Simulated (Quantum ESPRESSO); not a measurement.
# AlP(110), H on both faces: a series in the number of layers, part 2 of 12

What law, if any, do the results for AlP(110), H on both faces follow against the number of layers?

Quantum ESPRESSO 7.5; plane-wave DFT, PBE, GBRV ultrasoft pseudopotentials.

So far. Step 2 (Relaxing cell and ions of the reference):  The last row is no step: it is a fresh SCF in the final cell with a new plane-wave basis, +0 meV from the row before.

The structure was built from a prototype and need not be the compound's stable phase.

**3. Self-consistent run of the reference**

A bulk run at that cell gives the reference energy and levels.

ref.bulk.in

```
&control
  prefix = 'ref.bulk'
  outdir = './out'
  pseudo_dir = './pseudo'
  calculation = 'scf'
  tprnfor = .true.
/
&system
  ibrav = 0
  nat = 4
  ntyp = 2
  ecutwfc = 40
  ecutrho = 200
  occupations = 'smearing'
  smearing = 'fd'
  degauss = 0.002
  nbnd = 12
/
&electrons
  conv_thr = 1e-09
  mixing_beta = 0.4
  electron_maxstep = 120
/
ATOMIC_SPECIES
  Al  26.9815  al_pbe_v1.uspp.F.UPF
  P   30.9738  p_pbe_v1.5.uspp.F.UPF
CELL_PARAMETERS angstrom
  5.50329919300000 0.00000000000000 0.00000000000000
  0.00000000000000 3.89386087700000 0.00000000000000
  0.00000000000000 0.00000000000000 3.89386087700000
ATOMIC_POSITIONS crystal
  Al  0.000000000000 0.000000000000 0.000000000000
  P   0.250000031400 0.500000000000 0.000000000000
  Al  0.500000000000 0.500000000000 0.500000000000
  P   0.749999968600 0.000000000000 0.500000000000
K_POINTS automatic
  4 6 6 0 0 0
```

The run is started by

```bash
OMP_NUM_THREADS=1 mpirun -n 4 pw.x -nk 4 -in ref.bulk.in > ref.bulk.out
```

Log:

```text
[banner, memory and clock lines left out]
Program PWSCF v.7.5 starts
[citation notice left out]

[...]
Message from routine setup:
[...]
bravais-lattice index     =            0
     lattice parameter (alat)  =      10.3997  a.u.
     unit-cell volume          =     563.0936 (a.u.)^3
     number of atoms/cell      =            4
     number of atomic types    =            2
     number of electrons       =        16.00
     number of Kohn-Sham states=           12
     kinetic-energy cutoff     =      40.0000  Ry
     charge density cutoff     =     200.0000  Ry
     scf convergence threshold =      1.0E-09
     mixing beta               =       0.4000
     number of iterations used =            8  plain     mixing
     Exchange-correlation=  SLA  PW   PBX  PBC
                           (   1   4   3   4   0   0   0)

[...]
PseudoPot. # 1 for Al read from file:
     ./pseudo/al_pbe_v1.uspp.F.UPF
     Pseudo is Ultrasoft + core correction, Zval =  3.0
     Generated by new atomic code, or converted to UPF format
     Using radial grid of  893 points,  3 beta functions with:
                l(1) =   0
                l(2) =   1
                l(3) =   2
     Q(r) pseudized with  8 coefficients,  rinner =    0.900   0.900   0.900
                                                       0.900   0.900

     PseudoPot. # 2 for P  read from file:
     ./pseudo/p_pbe_v1.5.uspp.F.UPF
     Pseudo is Ultrasoft + core correction, Zval =  5.0
     Generated by new atomic code, or converted to UPF format
     Using radial grid of  903 points,  6 beta functions with:
                l(1) =   0
                l(2) =   0
                l(3) =   1
                l(4) =   1
                l(5) =   2
                l(6) =   2
     Q(r) pseudized with  8 coefficients,  rinner =    1.300   1.300   1.300
                                                       1.300   1.300

     atomic species   valence    mass     pseudopotential
     Al                3.00    26.98150     Al( 1.00)
     P                 5.00    30.97380     P ( 1.00)

      8 Sym. Ops. (no inversion) found

[...]
number of k points=    30  Fermi-Dirac smearing, width (Ry)=  0.0020
[...]
Dense  grid:    26955 G-vectors     FFT dimensions: (  48,  36,  36)

     Smooth grid:    19217 G-vectors     FFT dimensions: (  45,  30,  30)

     Initial potential from superposition of free atoms

     starting charge      15.9947, renormalised to      16.0000
     Starting wfcs are   16 randomized atomic wfcs

     per-process dynamical memory:    25.6 Mb

     Self-consistent Calculation

     iteration #  1     ecut=    40.00 Ry     beta= 0.40
     Davidson diagonalization with overlap
     ethr =  1.00E-02,  avg # of iterations =  3.4

     total energy              =     -44.61771549 Ry
     estimated scf accuracy    <       0.18218653 Ry

     iteration #  2     ecut=    40.00 Ry     beta= 0.40
[...]
total energy              =     -44.63296164 Ry
     estimated scf accuracy    <       0.02667891 Ry

     iteration #  3     ecut=    40.00 Ry     beta= 0.40
[...]
total energy              =     -44.63495236 Ry
     estimated scf accuracy    <       0.00437954 Ry

     iteration #  4     ecut=    40.00 Ry     beta= 0.40
[...]
total energy              =     -44.63521673 Ry
     estimated scf accuracy    <       0.00002426 Ry

     iteration #  5     ecut=    40.00 Ry     beta= 0.40
[...]
total energy              =     -44.63528922 Ry
     estimated scf accuracy    <       0.00000643 Ry

     iteration #  6     ecut=    40.00 Ry     beta= 0.40
[...]
total energy              =     -44.63529001 Ry
     estimated scf accuracy    <       0.00000040 Ry

     iteration #  7     ecut=    40.00 Ry     beta= 0.40
[...]
c_bands:  1 eigenvalues not converged
[...]
total energy              =     -44.63529023 Ry
     estimated scf accuracy    <       0.00000013 Ry

     iteration #  8     ecut=    40.00 Ry     beta= 0.40
[...]
total energy              =     -44.63529024 Ry
     estimated scf accuracy    <          7.3E-09 Ry

     iteration #  9     ecut=    40.00 Ry     beta= 0.40
[...]
End of self-consistent calculation

          k = 0.0000 0.0000 0.0000 (  2429 PWs)   bands (ev):

    -6.6082  -4.3428  -0.4617   2.7066   2.7066   4.7782   4.7782   4.7809
     6.4066   7.2427   7.8405   9.2834

          k = 0.0000 0.0000 0.2356 (  2413 PWs)   bands (ev):

    -6.4096  -4.3355  -0.3228   1.8756   2.8721   3.5182   4.3090   4.7233
     6.9143   8.5098   8.5763   9.2916

[...]
the Fermi energy is     5.5353 ev

!    total energy              =     -44.63529025 Ry
     estimated scf accuracy    <          1.9E-10 Ry
     smearing contrib. (-TS)   =      -0.00000000 Ry
     internal energy E=F+TS    =     -44.63529025 Ry

     The total energy is F=E-TS. E is the sum of the following terms:
     one-electron contribution =       6.62160005 Ry
     hartree contribution      =       3.77924466 Ry
     xc contribution           =     -20.44519300 Ry
     ewald contribution        =     -34.59094196 Ry

     convergence has been achieved in   9 iterations

     Forces acting on atoms (cartesian axes, Ry/au):

     atom    1 type  1   force =     0.00000000    0.00000000    0.00000000
     atom    2 type  2   force =    -0.00000033    0.00000000    0.00000000
     atom    3 type  1   force =     0.00000000    0.00000000    0.00000000
     atom    4 type  2   force =     0.00000033    0.00000000    0.00000000

     Total force =     0.000000     Total SCF correction =     0.000008
     SCF correction compared to forces is large: reduce conv_thr to get better values

[...]
```

The job ended after 5.4 s (4 MPI ranks of Arm Neoverse V1, shared host; peak memory 0.31 GiB).

Numbers from this step:

| Quantity | Value |
| --- | --- |
| free energy | -607.2941 eV |
| Fermi energy | 5.535 eV |
| valence top, on the run's zero | 4.781 eV |
| conduction bottom, on the run's zero | 6.407 eV |
| gap by band count | 1.626 eV |

(Part 2 of 12 ends here.)

[Logs are printed without paths, hosts, clocks, repeated set-up lines and the standing remarks that a program may print on its own settings, such as how far it seeks lower states.]

[Hosts, paths, dates, database ids (printed as entryN), source tags and the programs' standing remarks are cut or masked in the printed files.]

[Maps of the electrostatic potential energy from Ansatz leave out the sawtooth potential of an applied field or a dipole correction, so their vacuum need not be flat; planar profiles and work functions include it.]
